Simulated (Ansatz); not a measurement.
**Cu2O (Cuprite) in Ansatz: the effect of functional**

Crystal: Cu2O (Cuprite).

```
Cu O
1.0
     4.31606    0.00000    0.00000
     0.00000    4.31606    0.00000
     0.00000    0.00000    4.31606
Cu O
4 2
Direct
  0.75000 0.25000 0.75000
  0.75000 0.75000 0.25000
  0.25000 0.75000 0.75000
  0.25000 0.25000 0.25000
  0.50000 0.50000 0.50000
  0.00000 0.00000 0.00000
```

The cell isn't the ideal one: volume scaled by 1.04.

Alike in all runs:

| Quantity | Value |
| --- | --- |
| Program | Ansatz 0.2.0 |
| Task | single point |
| Potentials or basis | Ansatz PAW |
| k mesh | 6 × 6 × 6 |
| Occupations | fermi-dirac, width 0.05 eV |
| Spin | no spin polarisation |

```tsv
functional	cutoff	gap on the mesh (eV)	pressure (GPa)
PBEsol	420 eV (not typed: the program's choice for these potentials)	0.41	-7.4
LDA	420 eV (not typed: the program's choice for these potentials)	?	?
r2SCAN	500 eV (not typed: the program's choice for these potentials)	0.68	-5.6
```

Problem. What does the run with functional LDA give?

Solution. gap on the mesh 0.45 eV; pressure -12.2 GPa.

Caveats: the PAW data sets come from PBE, with cores solved anew for the run's functional, which leaves a small shift of forces and pressure.

A k mesh can miss the band edges.

Runs at the PBE level aren't shown here.
